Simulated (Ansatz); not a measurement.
In AlP (zinc blende type) the Al atom of the primitive cell, with all its periodic images, is moved by 0.02 Å along x.

```xyz
2
Lattice="0.0000 2.7550 2.7550 2.7550 0.0000 2.7550 2.7550 2.7550 0.0000" Properties=species:S:1:pos:R:3 pbc="T T T"
Al    0.0200    0.0000    0.0000
P     1.3775    1.3775    1.3775
```

The calculation used PBE, plane waves, PAW datasets (generated hard set) (Ansatz).

Cutoff 700 eV; k-mesh 8×8×8 Γ-centred; Fermi–Dirac smearing of 0.1 eV; no spin polarisation.

Problem. What force results, and what does it mean for the zone-centre vibration?

Solution. The force on it along the displacement is -0.1924 eV/Å, a force constant of 9.62 eV/Å². With the reduced mass of 14.42 u the zone-centre transverse optical mode lies at 426 cm⁻¹ (12.77 THz) in this finite-step estimate. The longitudinal mode lies higher by the LO–TO splitting, which a displacement repeated in every cell doesn't give.

```
atom  Fx (eV/Å)  Fy (eV/Å)  Fz (eV/Å)
 Al1    -0.1924     0.0000     0.0000
  P2     0.1924     0.0000     0.0000
```
